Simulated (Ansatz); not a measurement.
A plane-wave DFT run in Ansatz 0.2.0 (scalar-relativistic PAW potentials unless the input names others): input and command.

```yaml
crystal:
  lattice:
    - [-6.2209225139, 0.0, 0.0]
    - [0.0, 0.0, 6.2209225139]
    - [0.0, 6.2209225139, 0.0]
  atoms:
    - { symbol: Sb, position: [0.5, 0.0, 0.0] }
    - { symbol: Sb, position: [0.5, 0.5, 0.0] }
    - { symbol: Sb, position: [0.5, 0.0, 0.5] }
    - { symbol: Sb, position: [0.5, 0.5, 0.5] }
    - { symbol: Sb, position: [0.0, 0.0, 0.0] }
    - { symbol: Sb, position: [0.0, 0.5, 0.0] }
    - { symbol: Sb, position: [0.0, 0.0, 0.5] }
    - { symbol: Sb, position: [0.0, 0.5, 0.5] }
basis:
  ecutwfc: 420
kpoints:
  mp_grid: { grid: [3, 3, 3] }
hamiltonian:
  xc: pbe
scf:
  occupations: { method: gaussian, width: 0.1 }
output:
  forces: true
  eigenvalues: true
  stress: true
relax:
  adjacent_minimum: "off"
  f_tol: 0.015
  max_steps: 60
  cell: { stress_tol: 0.15 }
```

```bash
ansatz run input.yaml --threads 1 --pin off --max-ram 2560MiB --backend cpu --events-out ev --progress --plain --runs-dir out
```

Abridged log:
```
Basis set: ecut = 420 eV, 4729 PW (Γ), exchange–correlation on 90×90×90 points (8 copies of the dense FFT grid, shifted against one another)
Bands: 72, of which v1, the nominal top of the filled ones, is band 60 counted from 1 (59 counted from 0)
Symmetry: 384 space group operations
k-points: 4 of 27
SCF iter   1: F=—  HF=-51875.741729 eV  |F-HF|=—  |Δ(HF+E_count)|=         —  Δρ=8.42e-4  dr2=2.34e-3  ethr=1.77e-3  ⟨swp⟩=5.8  Hψ=1044  notcnv=0
SCF iter   2: F=—  HF=-51875.737778 eV  |F-HF|=—  |Δ(HF+E_count)|=   3.95e-3  Δρ=6.72e-4  dr2=7.63e-4  ethr=1.95e-6  ⟨swp⟩=2.2  Hψ=574  notcnv=0
SCF iter   3: F=—  HF=-51875.737926 eV  |F-HF|=—  |Δ(HF+E_count)|=   1.48e-4  Δρ=4.23e-4  dr2=4.24e-4  ethr=6.35e-7  ⟨swp⟩=2.0  Hψ=501  notcnv=0
SCF iter   4: F=—  HF=-51875.738053 eV  |F-HF|=—  |Δ(HF+E_count)|=   1.28e-4  Δρ=1.95e-4  dr2=1.64e-4  ethr=3.53e-7  ⟨swp⟩=2.0  Hψ=508  notcnv=0
SCF iter   5: F=—  HF=-51875.738124 eV  |F-HF|=—  |Δ(HF+E_count)|=   7.10e-5  Δρ=1.16e-4  dr2=1.72e-5  ethr=1.37e-7  ⟨swp⟩=2.0  Hψ=348  notcnv=0
SCF iter   6: F=—  HF=-51875.737901 eV  |F-HF|=—  |Δ(HF+E_count)|=   2.23e-4  Δρ=1.72e-5  dr2=3.98e-7  ethr=1.44e-8  ⟨swp⟩=2.0  Hψ=511  notcnv=0
SCF iter   7: F=-51875.737901 eV  HF=-51875.737901 eV  |F-HF|=3.35e-10  |Δ(HF+E_count)|=   9.01e-8  Δρ=1.14e-6  dr2=1.99e-9  ethr=8.33e-11  ⟨swp⟩=9.2  Hψ=1290  notcnv=0
SCF 1 converged in 7 iterations: F = -51875.737901 eV  dr2 = 1.99e-9
relax step   1: F+E_penalty+E_count = -51875.73790133 eV  Δ(F+E_penalty+E_count) = +0.000e0 eV  max|allowed force component| = 2.240e-29 eV/Å  Δτ_max = 0.0000 Å  P = +0.648 GPa  Ω = 240.749 Å³  (7 SCF iters, dr2 threshold 1.00e-7 eV, accepted)
Crystal: 8 atoms, lattice volume = 246.043 Å³
Basis set: ecut = 420 eV, 4801 PW (Γ), exchange–correlation on 90×90×90 points (8 copies of the dense FFT grid, shifted against one another)
Initial density: handed on by an earlier stage of this run
Initial wavefunctions: those handed on with the density
SCF iter   1: F=—  HF=-51875.742725 eV  |F-HF|=—  |Δ(HF+E_count)|=         —  Δρ=4.92e-4  dr2=4.54e-4  ethr=4.20e-7  ⟨swp⟩=3.0  Hψ=1478  notcnv=0
   ...
SCF iter   2: F=—  HF=-51875.744627 eV  |F-HF|=—  |Δ(HF+E_count)|=   2.46e-5  Δρ=9.62e-5  dr2=2.03e-5  ethr=3.21e-8  ⟨swp⟩=1.8  Hψ=298  notcnv=0
SCF iter   3: F=—  HF=-51875.744634 eV  |F-HF|=—  |Δ(HF+E_count)|=   6.96e-6  Δρ=1.95e-5  dr2=1.51e-6  ethr=1.69e-8  ⟨swp⟩=1.0  Hψ=288  notcnv=0
SCF iter   4: F=—  HF=-51875.744635 eV  |F-HF|=—  |Δ(HF+E_count)|=   8.63e-7  Δρ=6.60e-6  dr2=1.97e-7  ethr=1.26e-9  ⟨swp⟩=2.0  Hψ=348  notcnv=0
SCF iter   5: F=-51875.744635 eV  HF=-51875.744635 eV  |F-HF|=1.49e-8  |Δ(HF+E_count)|=   1.18e-7  Δρ=2.19e-6  dr2=1.32e-8  ethr=1.59e-10  ⟨swp⟩=5.2  Hψ=951  notcnv=0
SCF 3 converged in 5 iterations: F = -51875.744635 eV  dr2 = 1.32e-8
relax step   3: F+E_penalty+E_count = -51875.74463501 eV  Δ(F+E_penalty+E_count) = -1.695e-3 eV  max|allowed force component| = 1.381e-29 eV/Å  Δτ_max = 0.0000 Å  P = +0.004 GPa  Ω = 244.435 Å³  energy of the carried Pulay correction = -7.525e-4 eV  (5 SCF iters, dr2 threshold 1.91e-7 eV, accepted)
Initial wavefunctions: pseudopotential atomic-orbital guess (no wavefunctions were taken with the density)
SCF iter   1: F=—  HF=-51875.745401 eV  |F-HF|=—  |Δ(HF+E_count)|=         —  Δρ=1.47e-5  dr2=7.86e-8  ethr=1.83e-7  ⟨swp⟩=3.0  Hψ=1714  notcnv=0
SCF iter   2: F=—  HF=-51875.745371 eV  |F-HF|=—  |Δ(HF+E_count)|=   3.04e-5  Δρ=7.48e-6  dr2=2.13e-8  ethr=6.55e-11  ⟨swp⟩=2.8  Hψ=535  notcnv=0
SCF iter   3: F=—  HF=-51875.745371 eV  |F-HF|=—  |Δ(HF+E_count)|=   8.89e-8  Δρ=8.61e-7  dr2=1.06e-9  ethr=1.77e-11  ⟨swp⟩=2.0  Hψ=369  notcnv=0
SCF iter   4: F=-51875.745371 eV  HF=-51875.745371 eV  |F-HF|=5.68e-10  |Δ(HF+E_count)|=   1.99e-9  Δρ=3.10e-7  dr2=3.25e-10  ethr=1.00e-12  ⟨swp⟩=6.5  Hψ=1042  notcnv=0
SCF 4 converged in 4 iterations: F = -51875.745371 eV  dr2 = 3.25e-10
SCF converged after 4 iterations
Free energy (F): -51875.745371 eV
Harris-Foulkes:  -51875.745371 eV  (|F-HF|=5.68e-10)
Internal energy: -51875.700300 eV  (E = F + TS)
E sigma→0 (E₀):  -51875.722835 eV
Entropy (-TS):   -0.045071 eV (-5.634 meV/atom)
Fermi energy:    9.854769 eV
--- Forces (eV/Å), atoms counted from 1 ---
  atom   1  Sb     0.00000000     0.00000000     0.00000000
  atom   2  Sb     0.00000000     0.00000000     0.00000000
  atom   3  Sb     0.00000000     0.00000000     0.00000000
  atom   4  Sb     0.00000000     0.00000000     0.00000000
  atom   5  Sb     0.00000000     0.00000000     0.00000000
  atom   6  Sb     0.00000000     0.00000000     0.00000000
  atom   7  Sb     0.00000000     0.00000000     0.00000000
  atom   8  Sb     0.00000000     0.00000000     0.00000000
--- Stress (GPa, compression-positive) ---
        0.000911       0.000000       0.000000
        0.000000       0.000911       0.000000
        0.000000       0.000000       0.000911
  P = ⅓ Tr σ = 0.0009 GPa (0.009 kbar)
--- Relaxed structure (3 steps of the walk, 3 accepted, 1 SCFs on fresh bases) ---
  F+E_penalty+E_count = -51875.74537083 eV   max|allowed force component| = 1.762e-29 eV/Å   (the final SCF, on the basis selected at the relaxed cell)
  cell:  # Å, volume = 244.4354 Å³
    - [-6.25251434, 0.0, 0.0]
    - [0.0, 0.0, 6.25251434]
    - [0.0, 6.25251434, 0.0]
  atoms:
    - { symbol: Sb, position: [0.5, 0.0, 0.0] }
    - { symbol: Sb, position: [0.5, 0.5, 0.0] }
    - { symbol: Sb, position: [0.5, 0.0, 0.5] }
    - { symbol: Sb, position: [0.5, 0.5, 0.5] }
    - { symbol: Sb, position: [0.0, 0.0, 0.0] }
    - { symbol: Sb, position: [0.0, 0.5, 0.0] }
    - { symbol: Sb, position: [0.0, 0.0, 0.5] }
    - { symbol: Sb, position: [0.0, 0.5, 0.5] }
```

Apart from outputs and empty bands, the input differs from a reference run on usual settings in kpoints.mp_grid.grid: [6, 6, 6] → [3, 3, 3]. The reference, at the same start, ended its own course with a relaxed volume of 30.09 Å³/atom, pressure 0.03 GPa, largest force 0.000 eV/Å, no gap on the mesh. This run converged in 21 SCF iterations over all its steps (reference: 11) with an energy at zero smearing 39.32 meV/atom below the reference's, a relaxed volume of 30.55 Å³/atom, pressure 0.00 GPa, largest force 0.000 eV/Å, gap on the mesh 0.07 eV. Its k mesh is looser than usual, and the result moved.

It took 21 s on 1 thread of Arm Neoverse V1 (shared host), peak memory 0.44 GiB.